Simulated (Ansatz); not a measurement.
Hf in Ansatz: the effect of functional

Hf:

```xyz
1
Lattice="-1.7806 1.7806 1.7806 1.7806 -1.7806 1.7806 1.7806 1.7806 -1.7806" Properties=species:S:1:pos:R:3 pbc="T T T"
Hf    0.0000    0.0000    0.0000
```

This isn't the form of Hf at room conditions, which is hcp.

The cell isn't the ideal one: volume scaled by 0.96.

Alike in all runs:

| Item | Value |
| --- | --- |
| Program | Ansatz 0.2.0 |
| Task | single point |
| Potentials or basis | Ansatz PAW |
| k mesh | 10 × 10 × 10 |
| Occupations | fermi-dirac, width 0.05 eV |
| Spin | no spin polarisation |

| functional | cutoff | pressure (GPa) |
| --- | --- | --- |
| LDA | 420 eV (not typed: the program's choice for these potentials) | -9.6 |
| PBEsol | 420 eV (not typed: the program's choice for these potentials) | -5.7 |
| r2SCAN | 500 eV (not typed: the program's choice for these potentials) | ? |

Q: What does the run with functional r2SCAN give?

A: Pressure -1.8 GPa.

Caveats: the PAW data sets come from PBE, with cores solved anew for the run's functional, which leaves a small shift of forces and pressure.
